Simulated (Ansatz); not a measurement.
# Lu, simple cubic: how the functional moves the structure

All rows: Ansatz, plane waves with scalar-relativistic PAW, 420 eV (500 eV for the SCAN forms), relaxed under each functional, no dispersion correction, no zero-point motion. B₀ comes from uniform scaling at fixed shape; a dash is a value not given.

```
functional  V (Å³/atom)         cell  B₀ (GPa)     magnetic state  ΔE to hcp (meV/atom)
       PBE        32.99  a = 3.207 Å        30  spin not included                   856
    r²SCAN        32.00  a = 3.175 Å        30  spin not included                   940
    PBEsol        30.58  a = 3.127 Å        32  spin not included                   878
       LDA        28.40  a = 3.051 Å        34  spin not included                   864
    revPBE        34.36  a = 3.251 Å        28  spin not included                   851
      RPBE        34.93  a = 3.269 Å        27  spin not included                   848
      BLYP        34.29  a = 3.249 Å        28  spin not included                   749
```

LDA gives the smallest volume and RPBE the largest.
